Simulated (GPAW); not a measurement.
# puckered SnTe monolayer: simulated STM images

Aim: Tersoff-Hamann images of puckered SnTe monolayer at several biases.

Calculated with GPAW 26.7.0; GPAW, PAW setups; layer in a repeated cell with vacuum, relaxation of atoms and in-plane cell, in the first sound run; inputs show where later runs differ.

## 1. The structure

The cell holds 4 atoms: 2 Sn and 2 Te. Cell: a = 4.570 Å, b = 4.550 Å, c = 16.981 Å, α = 90.0°, β = 90.0°, γ = 90.0°. Vacuum lies along c.

## 2. Relaxation

The atoms are relaxed first, since the surface dipole, and with it the work function, follows the positions of the outer layers.

run.py reads:

```python
import json
import numpy as np
from ase import Atoms
from ase.filters import FrechetCellFilter
from ase.optimize import BFGS
from gpaw import GPAW, PW

slab = Atoms(
    ['Sn', 'Te', 'Te', 'Sn'],
    positions=[
        [0.27420, 0.00000, 7.00000],
        [2.01080, 2.27500, 7.10000],
        [4.29580, 0.00000, 9.88080],
        [2.55920, 2.27500, 9.98080]],
    cell=[[4.57, 0.0, 0.0], [0.0, 4.55, 0.0], [0.0, 0.0, 16.9808]],
    pbc=[True, True, True])

slab.calc = GPAW(mode=PW(600), xc='PBE', kpts={'size': (6, 6, 1), 'gamma': True},
                 occupations={'name': 'fermi-dirac', 'width': 0.05}, nbands='200%',
                 convergence={'density': 1e-05}, maxiter=200,
                 symmetry={'tolerance': 1e-3}, txt='slab.txt')
result = {}
# The in-plane cell is free; stress needs a cell that repeats along all three vectors
path = []
opt = BFGS(FrechetCellFilter(slab, mask=[1, 1, 0, 0, 0, 1]), maxstep=0.2)
opt.attach(lambda: path.append((slab.get_potential_energy(), slab.positions.tolist(), slab.get_forces().tolist())))
result['relaxed'] = bool(opt.run(fmax=0.02, steps=45))
result['path'] = path
result['cell'] = slab.cell.tolist()
print('in-plane lattice', slab.cell.cellpar().round(4)[[0, 1, 5]])
energy = slab.get_potential_energy()
fermi = slab.calc.get_fermi_level()
v = slab.calc.get_electrostatic_potential().mean((0, 1)) - fermi
n = slab.calc.get_pseudo_density().mean((0, 1))
L = slab.cell[2, 2]
z = np.arange(len(v)) * L / len(v)
low, high = slab.positions[:, 2].min(), slab.positions[:, 2].max()
below, above = np.interp([low - 4.8, high + 4.8], z, v)
slopes = [np.interp(x, z, np.gradient(v, z)) for x in (low - 4.8, high + 4.8)]
eps = np.array([[slab.calc.get_eigenvalues(k, s) for k in range(len(slab.calc.get_ibz_k_points()))]
                for s in range(slab.calc.get_number_of_spins())]) - fermi
top, bottom = eps[eps < 0].max(), eps[eps > 0].min()
dipole = slab.get_dipole_moment()[2]
print(f'energy {energy:.4f} eV, Fermi level {fermi:.4f} eV, dipole {dipole:.5f} e A')
print(f'potential 4.8 A off the faces, from the Fermi level: lower {below:.4f} eV, upper {above:.4f} eV')
print(f'slope of the potential there: lower {slopes[0]:.5f}, upper {slopes[1]:.5f} eV/A')
print(f'nearest levels on the mesh: {top:.4f} and {bottom:.4f} eV')
print('magnetic moment', round(slab.get_magnetic_moment(), 3))
result.update(energy=energy, fermi=fermi, dipole=dipole, below=below, above=above, slopes=slopes, edges=[top, bottom],
              z=z.tolist(), v=v.tolist(), n=n.tolist(), positions=slab.positions.tolist(),
              forces=slab.get_forces(apply_constraint=False).tolist(), moments=slab.get_magnetic_moments().tolist())
json.dump(result, open('result.json', 'w'))
```

Command:

```bash
$ OMP_NUM_THREADS=1 OPENBLAS_NUM_THREADS=1 python run.py
```

What it wrote:

```text
Step          Energy          fmax
BFGS:    0      -15.070723        1.003091
BFGS:    1      -15.146012        0.846730
BFGS:    2      -15.329849        0.224782
BFGS:    3      -15.340570        0.228751
BFGS:    4      -15.344201        0.273588
BFGS:    5      -15.349081        0.293302
BFGS:    6      -15.358730        0.266539
BFGS:    7      -15.370463        0.207465
BFGS:    8      -15.378040        0.182604
BFGS:    9      -15.381621        0.184307
BFGS:   10      -15.384930        0.164838
BFGS:   11      -15.386962        0.159805
BFGS:   12      -15.389783        0.151987
BFGS:   13      -15.394397        0.118571
BFGS:   14      -15.396610        0.133736
BFGS:   15      -15.397813        0.128661
BFGS:   16      -15.399547        0.101960
BFGS:   17      -15.401294        0.091548
BFGS:   18      -15.402640        0.082672
BFGS:   19      -15.403398        0.052680
BFGS:   20      -15.403543        0.032936
BFGS:   21      -15.403574        0.030312
BFGS:   22      -15.403701        0.022602
BFGS:   23      -15.403878        0.019700
in-plane lattice [ 4.6255  4.525  90.    ]
energy -15.4039 eV, Fermi level -0.1872 eV, dipole -0.00047 e A
potential 4.8 A off the faces, from the Fermi level: lower 3.7889 eV, upper 3.7889 eV
slope of the potential there: lower -0.00018, upper 0.00017 eV/A
nearest levels on the mesh: -0.5970 and 0.6572 eV
magnetic moment 0.0
```

It took 40 min on 1 thread of Arm Neoverse V2, shared host; peak memory 1 GiB.

This step gave:

| Quantity | Value |
| --- | --- |
| dipole along the normal | -4.71e-4 e·Å |
| levels nearest the Fermi level on the mesh | -0.5970, 0.6572 eV from the Fermi level |

Electrostatic potential energy of an electron (without an applied field's), less the Fermi level, planar mean against z:

| z (Å) | electrostatic potential energy of an electron (without an applied field's), less the Fermi level, planar mean (eV) |
| --- | --- |
| 0.0 | 3.79 |
| 0.5 | 3.79 |
| 1.0 | 3.79 |
| 1.5 | 3.79 |
| 2.0 | 3.79 |
| 2.5 | 3.79 |
| 3.0 | 3.79 |
| 3.5 | 3.79 |
| 4.0 | 3.77 |
| 4.5 | 3.73 |
| 5.0 | 3.55 |
| 5.5 | 2.82 |
| 6.0 | 0.00365 |
| 6.5 | -9.11 |
| 7.0 | -19.4 |
| 7.5 | -10.4 |
| 8.0 | -0.940 |
| 8.5 | 1.48 |
| 9.0 | -1.14 |
| 9.5 | -10.9 |
| 10.0 | -19.4 |
| 10.5 | -8.60 |
| 11.0 | 0.183 |
| 11.5 | 2.88 |
| 12.0 | 3.56 |
| 12.5 | 3.73 |
| 13.0 | 3.78 |
| 13.5 | 3.79 |
| 14.0 | 3.79 |
| 14.5 | 3.79 |
| 15.0 | 3.79 |
| 15.5 | 3.79 |
| 16.0 | 3.79 |
| 16.5 | 3.79 |

The pseudo valence density, planar mean by z:

| z (Å) | pseudo valence density, planar mean (e/Å³) |
| --- | --- |
| 0.00 | 0 |
| 0.53 | 0 |
| 0.88 | 0 |
| 1.42 | 0 |
| 1.77 | 1.0e-6 |
| 2.30 | 6.2e-6 |
| 2.65 | 1.6e-5 |
| 3.18 | 6.5e-5 |
| 3.71 | 2.9e-4 |
| 4.07 | 7.6e-4 |
| 4.60 | 0.00334 |
| 4.95 | 0.00902 |
| 5.48 | 0.0388 |
| 5.84 | 0.0956 |
| 6.37 | 0.269 |
| 6.90 | 0.555 |
| 7.25 | 0.775 |
| 7.78 | 0.260 |
| 8.14 | 0.132 |
| 8.67 | 0.108 |
| 9.02 | 0.179 |
| 9.55 | 0.606 |
| 9.91 | 0.746 |
| 10.44 | 0.321 |
| 10.97 | 0.144 |
| 11.32 | 0.0615 |
| 11.85 | 0.0148 |
| 12.20 | 0.00549 |
| 12.74 | 0.00124 |
| 13.09 | 4.6e-4 |
| 13.62 | 1.1e-4 |
| 14.15 | 2.4e-5 |
| 14.50 | 9.1e-6 |
| 15.04 | 2.6e-6 |
| 15.39 | 1.3e-6 |
| 15.92 | 0 |
| 16.27 | 0 |
| 16.80 | 0 |

The relaxation lowered the energy of the cell by 0.333 eV (energies extrapolated to zero smearing; the optimiser's log prints free energies). The largest force left on a free atom is 0.020 eV/Å.

## 3. The slab's potential

With the geometry fixed, the planar mean of the potential gives the vacuum level on each side.

This step: GPAW, PAW setups; slab in vacuum (GPAW 26.7.0).

The cell differs from the one that the last finished run ended in (c 16.981 → 17.156 Å).

run.py reads:

```python
import json
import numpy as np
from ase import Atoms
from ase.dft.stm import STM
from gpaw import GPAW, PW

slab = Atoms(
    ['Sn', 'Te', 'Te', 'Sn'],
    positions=[
        [0.10185, 0.00000, 7.23149],
        [2.21097, 2.26252, 7.00000],
        [4.52375, 0.00000, 10.15580],
        [2.41466, 2.26252, 9.92426]],
    cell=[[4.62549, -0.0, 0.0], [0.0, 4.52505, 0.0], [0.0, 0.0, 17.1558]],
    pbc=[True, True, False])

slab.calc = GPAW(mode=PW(400), xc='PBE', kpts={'size': (6, 6, 1), 'gamma': True},
                 occupations={'name': 'fermi-dirac', 'width': 0.05}, nbands='200%',
                 convergence={'density': 1e-05}, maxiter=200,
                 poissonsolver={'dipolelayer': 'xy'},
                 symmetry={'tolerance': 1e-3}, txt='slab.txt')
result = {}
energy = slab.get_potential_energy()
fermi = slab.calc.get_fermi_level()
v = slab.calc.get_electrostatic_potential().mean((0, 1)) - fermi
n = slab.calc.get_pseudo_density().mean((0, 1))
L = slab.cell[2, 2]
z = np.arange(len(v)) * L / len(v)
low, high = slab.positions[:, 2].min(), slab.positions[:, 2].max()
below, above = np.interp([low - 4.8, high + 4.8], z, v)
slopes = [np.interp(x, z, np.gradient(v, z)) for x in (low - 4.8, high + 4.8)]
eps = np.array([[slab.calc.get_eigenvalues(k, s) for k in range(len(slab.calc.get_ibz_k_points()))]
                for s in range(slab.calc.get_number_of_spins())]) - fermi
top, bottom = eps[eps < 0].max(), eps[eps > 0].min()
dipole = slab.get_dipole_moment()[2]
print(f'energy {energy:.4f} eV, Fermi level {fermi:.4f} eV, dipole {dipole:.5f} e A')
print(f'potential 4.8 A off the faces, from the Fermi level: lower {below:.4f} eV, upper {above:.4f} eV')
print(f'slope of the potential there: lower {slopes[0]:.5f}, upper {slopes[1]:.5f} eV/A')
print(f'nearest levels on the mesh: {top:.4f} and {bottom:.4f} eV')
print('magnetic moment', round(slab.get_magnetic_moment(), 3))
result.update(energy=energy, fermi=fermi, dipole=dipole, below=below, above=above, slopes=slopes, edges=[top, bottom],
              z=z.tolist(), v=v.tolist(), n=n.tolist(), positions=slab.positions.tolist(),
              forces=slab.get_forces(apply_constraint=False).tolist(), moments=slab.get_magnetic_moments().tolist())

# Images need the states of the whole zone, up to time reversal
slab.calc = slab.calc.fixed_density(symmetry={'point_group': False}, txt='states.txt', nbands='290%',
                                    convergence={'bands': 'CBM+1.3'})
stm = STM(slab)
result['stm'] = []
for bias in [-1.0, 1.0]:
    height = high + 3.0
    current = stm.get_averaged_current(bias, height)
    x, y, h = stm.scan(bias, current)
    i, f = divmod(height / L * stm.ldos.shape[2], 1)
    I = abs((1 - f) * stm.ldos[:, :, int(i)] + f * stm.ldos[:, :, int(i) + 1])
    print(f'bias {bias} V: mean current at 3.0 A {current:.4e}, corrugation {np.ptp(h):.4f} A')
    result['stm'].append(dict(bias=bias, current=current, h=(h - high).tolist(), I=I.tolist()))
json.dump(result, open('result.json', 'w'))
```

What it wrote:

```text
energy -15.1398 eV, Fermi level -0.2235 eV, dipole -0.00047 e A
potential 4.8 A off the faces, from the Fermi level: lower 3.7892 eV, upper 3.7892 eV
slope of the potential there: lower -0.00026, upper 0.00026 eV/A
nearest levels on the mesh: -0.5977 and 0.6578 eV
magnetic moment 0.0
bias -1.0 V: mean current at 3.0 A 1.5611e-05, corrugation 0.5928 A
bias 1.0 V: mean current at 3.0 A 3.1548e-04, corrugation 0.4941 A
```

It took 2.4 min on 1 thread; peak memory 0.48 GiB.

Numbers from this step:

| Quantity | Value |
| --- | --- |
| dipole along the normal | -4.68e-4 e·Å |
| levels nearest the Fermi level on the mesh | -0.5977, 0.6578 eV from the Fermi level |
| upper work function | 3.789 eV |
| lower work function | 3.789 eV |
| corrugation -1 | 0.5928 Å |
| corrugation 1 | 0.4941 Å |
| upper ionisation energy | 4.387 eV |

Electrostatic potential energy of an electron (without an applied field's), less the Fermi level, planar mean against z:

| z (Å) | electrostatic potential energy of an electron (without an applied field's), less the Fermi level, planar mean (eV) |
| --- | --- |
| 0.0 | 3.79 |
| 0.5 | 3.79 |
| 1.0 | 3.79 |
| 1.5 | 3.79 |
| 2.0 | 3.79 |
| 2.5 | 3.79 |
| 3.0 | 3.79 |
| 3.5 | 3.79 |
| 4.0 | 3.78 |
| 4.5 | 3.74 |
| 5.0 | 3.60 |
| 5.5 | 3.03 |
| 6.0 | 0.799 |
| 6.5 | -6.90 |
| 7.0 | -18.8 |
| 7.5 | -12.7 |
| 8.0 | -2.01 |
| 8.5 | 1.42 |
| 9.0 | -0.257 |
| 9.5 | -8.67 |
| 10.0 | -19.2 |
| 10.5 | -11.0 |
| 11.0 | -0.771 |
| 11.5 | 2.62 |
| 12.0 | 3.50 |
| 12.5 | 3.72 |
| 13.0 | 3.77 |
| 13.5 | 3.78 |
| 14.0 | 3.79 |
| 14.5 | 3.79 |
| 15.0 | 3.79 |
| 15.5 | 3.79 |
| 16.0 | 3.79 |
| 16.5 | 3.79 |
| 17.0 | 3.79 |

Pseudo valence density, planar mean against z:

z (Å), pseudo valence density, planar mean (e/Å³) and a bar:
```
        3      0.000 
        4      0.001 
        5      0.008 
        6      0.115 #####
        7      0.579 ########################
        8      0.202 #########
        9      0.148 ######
       10      0.709 ##############################
       11      0.164 #######
       12      0.013 #
       13      0.001 
       14      0.000
```

Tip height over the top atom over a1 and a2. Sample bias -1 V, constant current at the mean current 3.0 Å over the top atom.

Ten even steps from '0' (2.67 Å) to '9' (3.26 Å):
```
999987654321112345678999
999877654321111235677899
988776543221111234567788
877765433222222233466778
776654333333333333456677
655433233344444333345566
443322234556665543334445
332111235666766654333333
221001345677777654333333
210001345677777665433222
210001345677777665433222
221001345677777654333333
332111235666766654333333
443322234556665543334445
655433233344444333345566
776654333333333333456677
877765433222222233466778
988776543221111234567788
999877654321111235677899
999987654321112345678999
999987764321112345678999
```
Columns: a1 from 0 to 0.958; rows upwards: a2 from 0 to 0.952.

Local density of states summed over the bias window over a1 and a2. Sample bias -1 V, constant height 3.0 Å over the top atom.

Values in units of 1e-5 arbitrary, 12 rows by 16 columns, each cell a mean:
```
3.0 2.9 2.6 2.2 1.7 1.4 1.1 1.0 0.9 1.0 1.2 1.5 1.9 2.3 2.7 2.9
2.6 2.5 2.2 1.9 1.5 1.2 1.1 1.0 0.9 1.0 1.1 1.3 1.7 2.0 2.3 2.5
2.0 1.9 1.7 1.4 1.2 1.1 1.1 1.1 1.1 1.1 1.1 1.2 1.4 1.6 1.9 2.0
1.5 1.4 1.2 1.1 1.1 1.2 1.4 1.5 1.6 1.5 1.3 1.2 1.3 1.3 1.5 1.6
1.1 1.0 0.9 0.9 1.1 1.4 1.8 2.1 2.1 2.0 1.7 1.4 1.2 1.2 1.2 1.2
1.0 0.9 0.8 0.9 1.2 1.5 2.0 2.4 2.4 2.3 1.9 1.5 1.3 1.1 1.1 1.1
1.0 0.9 0.9 0.9 1.1 1.5 1.9 2.2 2.3 2.1 1.8 1.5 1.2 1.2 1.1 1.1
1.3 1.2 1.0 1.0 1.1 1.3 1.6 1.8 1.8 1.7 1.5 1.3 1.2 1.3 1.3 1.4
1.8 1.7 1.4 1.3 1.1 1.1 1.2 1.3 1.3 1.2 1.2 1.2 1.3 1.5 1.7 1.8
2.4 2.3 2.0 1.7 1.4 1.2 1.1 1.0 1.0 1.0 1.1 1.3 1.6 1.8 2.2 2.3
2.8 2.7 2.4 2.1 1.6 1.3 1.1 1.0 0.9 1.0 1.2 1.4 1.8 2.2 2.5 2.8
3.1 3.0 2.7 2.3 1.8 1.5 1.1 1.0 0.9 1.0 1.2 1.5 1.9 2.3 2.7 3.0
```
Columns: a1 from 0 to 0.958; rows upwards: a2 from 0 to 0.952.

Tip height over the top atom over a1 and a2. Sample bias 1 V, constant current at the mean current 3.0 Å over the top atom.

Ten even steps from '_' (2.70 Å) to '@' (3.20 Å):
```
________..::::--======++++++++++++====--::::..__
______..::::----====++++++++++++++====----::....
......::::----==++++++**********++++====----::..
::::::::--====++++******######******++====----::
::::----====++****################****++====----
------====++****####%%%%%%%%%%%%####****++====--
----====++++**####%%%%%%%%%%%%%%%%####**++++====
======++++**####%%%%@@@@@@@@@@@@%%%%####**++====
======++++**####%%%%@@@@@@@@@@@@@@%%####**++++==
======++****##%%%%@@@@@@@@@@@@@@@@%%%%##**++++==
======++****##%%%%@@@@@@@@@@@@@@@@%%%%##**++++==
======++++**####%%%%@@@@@@@@@@@@@@%%####**++++==
======++++**####%%%%@@@@@@@@@@@@%%%%####**++====
----====++++**####%%%%%%%%%%%%%%%%####**++++====
------====++****####%%%%%%%%%%%%####****++====--
::::----====++****################****++====----
::::::::--====++++******######******++====----::
......::::----==++++++**********++++====----::..
______..::::----====++++++++++++++====----::....
________..::::--======++++++++++++====--::::..__
________..::::----======++++++++======--::::..__
```
Columns: a1 from 0 to 0.958; rows upwards: a2 from 0 to 0.952.

Local density of states summed over the bias window over a1 and a2. Sample bias 1 V, constant height 3.0 Å over the top atom.

Ten even steps from '0' (2.25 × 1e-4 arbitrary) to '9' (4.51 × 1e-4 arbitrary):
```
000001112223333332211100
000001122233333333221100
000011223334444433322110
111112233445555444332111
111122334555666554432211
112223445666777665443222
222233456677888766543322
222334556788998876654322
222334567889999887654332
222344567899999987654332
222344567899999987654332
222334567889999887654332
222334556788998876654322
222233456677888766543322
112223445666777665443222
111122334555666554432211
111112233445555444332111
000011223334444433322110
000001122233333333221100
000001112223333332211100
000000112222333322211000
```
Columns: a1 from 0 to 0.958; rows upwards: a2 from 0 to 0.952.

The layer is gapped, so the Fermi level lies somewhere inside the gap, set by smearing and numerics, and these work functions are no property of the material; the band edges below the vacuum level are. The potential is flat to 2.6e-4 eV/Å where it is read, so the vacuum is wide enough.

## 4. Summary of results

* work function, both faces (Fermi level placed in the gap by the smearing): 3.79 eV
* ionisation energy from the upper face (highest filled level on the mesh): 4.39 eV
* electron affinity from the upper face (lowest empty Kohn-Sham level on the mesh): 3.13 eV
* dipole along the normal: -4.7e-4 e Å, near the numerical noise
* corrugation at -1 V: 0.593 Å
* corrugation at 1 V: 0.494 Å

In words: The corrugation at constant current is largest at -1 V, where the tip height varies by 0.59 Å over the cell. Negative sample bias images filled states, positive bias empty ones. The levels nearest the Fermi level on the mesh lie 1.26 eV apart, so the slab is gapped there: the smearing puts the Fermi level inside the gap, and from either face the ionisation energy is the work function plus 0.60 eV. Both are Kohn-Sham levels on the mesh, and semilocal gaps are too small, so the affinity tends to come out too large and the ionisation energy too small. The images are of Tersoff-Hamann type: an s-wave tip, no tip-sample forces, heights closer than in a microscope. With elements this heavy, spin-orbit coupling can move band edges by tenths of an eV. Biases count from a Fermi level whose place in the gap is arbitrary, so only their reach past the band edges has a meaning. The small printed dipole stands for a step of 4.1 meV from the lower to the upper face, and the probes find 0.018 meV; values this small are near the numerical noise of both. The layer's cell and atoms come from the relaxation; spin-orbit coupling and temperature are left out.

[Logs are printed without paths, hosts, clocks, repeated set-up lines and the standing remarks that a program may print on its own settings, such as how far it seeks lower states.]

[Hosts, paths, dates, database ids (printed as entryN), source tags and the programs' standing remarks are cut or masked in the printed files.]
